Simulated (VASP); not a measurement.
# BN, self-consistent run: which settings are enough?

BN, R3m (no. 160), 2 atoms in the cell. PBE with D2; PAW potentials N, B (PBE set). VASP 6.6.1.

Wanted: energy within 2 meV/atom; pressure within 0.1 GPa.

POSCAR:
```
BN
1.0
    1.2511217832      0.7223354983      3.3729344033
   -1.2511217832      0.7223354983      3.3729344033
    0.0000000000     -1.4446709966      3.3729344033
N B
1 1
Direct
    0.6672382000      0.6672382000      0.6672382000
    0.0003288000      0.0003288000      0.0003288000
```

## Inputs of the D2 term

| Inputs of the D2 term | Energy less reference (meV/atom) | Pressure (GPa) | SCF iterations | Time (s) |
|---|---|---|---|---|
| default | 0.0 | 1.02 | 14 | 15 |
| VDW_RADIUS = 15 | 1.1 | 1.05 | 14 | 13 |
| VDW_RADIUS = 25 | 0.2 | 1.02 | 14 | 14 |
| VDW_RADIUS = 80 | 0.0 | 1.02 | 14 | 14 |
| VDW_S6 = 0.6 | 28.5 | 1.54 | 14 | 16 |
| VDW_D = 15.0 | -10.8 | 0.82 | 14 | 13 |
| VDW_D = 30.0 | 8.3 | 1.21 | 14 | 12 |
| VDW_C6 = 1.230 3.130, VDW_R0 = 1.397 1.485 | 0.0 | 1.02 | 14 | 15 |
| VDW_C6 = 1.476 3.756, VDW_R0 = 1.397 1.485 | -28.5 | 0.49 | 14 | 12 |
| VDW_C6 = 0.984 2.504, VDW_R0 = 1.397 1.485 | 28.5 | 1.54 | 14 | 12 |

Chosen: default; no other choice that stays within half of the tolerance saves 30 % of the time.

## The input

INCAR:
```
SYSTEM = BN
PREC = Accurate
ENCUT = 520
EDIFF = 1E-7
ISMEAR = 0
SIGMA = 0.02
LREAL = .False.
LASPH = .True.
ALGO = Normal
NELM = 100
ISIF = 2
LWAVE = .False.
LCHARG = .False.
IVDW = 1
```

KPOINTS:
```
k-points
0
Gamma
  9 9 9
```

Commands:
```
cat potpaw_PBE.64/N/POTCAR potpaw_PBE.64/B/POTCAR > POTCAR
mpirun -np 1 vasp_std > vasp.out
```

The chosen input took VASP 6.6.1 15 s on 1 core (Intel Xeon 6975P-C (Granite Rapids)), a shared host.
